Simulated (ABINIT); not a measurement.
The system is EuO.

```
Eu O
1.0
     0.00000    2.57195    2.57195
     2.57195    0.00000    2.57195
     2.57195    2.57195    0.00000
Eu O
1 1
Direct
  0.00000 0.00000 0.00000
  0.50000 0.50000 0.50000
```

Base run:

* Program: ABINIT 10.8.3 (patched build)
* Functional: PBEsol
* Potentials or basis: JTH PAW PBE v2.0
* Cutoff: 626 eV
* k mesh: 7 × 7 × 7
* Occupations: fermi-dirac, width 0.05 eV
* Spin: collinear spin, ferromagnetic start
* Starting moments: [7.0, 0.0] μB

Its results: band gap on the k mesh none (metal or under the smearing width); pressure -13.5 GPa; net moment -1.42 μB per cell; site moments Eu -1.38; O +0.01 μB.

Question: The run is repeated on the same cell with these changes: functional from PBEsol to PBE. What comes out?

Answer: Band gap on the k mesh none (metal or under the smearing width); pressure -7.8 GPa; net moment 1.34 μB per cell; site moments Eu +1.30; O -0.01 μB.

PBE binds less tightly than PBEsol, so the same cell stands under more pressure.

Caveats: spin-orbit coupling is left out, which moves the levels of the heavy elements; the moment fell far below its start of 7 μB, so a state of higher moment may lie lower in energy; a cell with one magnetic atom can't hold antiferromagnetic order, which such compounds often take; without U or exact exchange the open f shell lies at the Fermi level, which spoils levels, moments and volumes; the PAW data sets were made with another functional, which shifts forces and pressure a little (some runs).
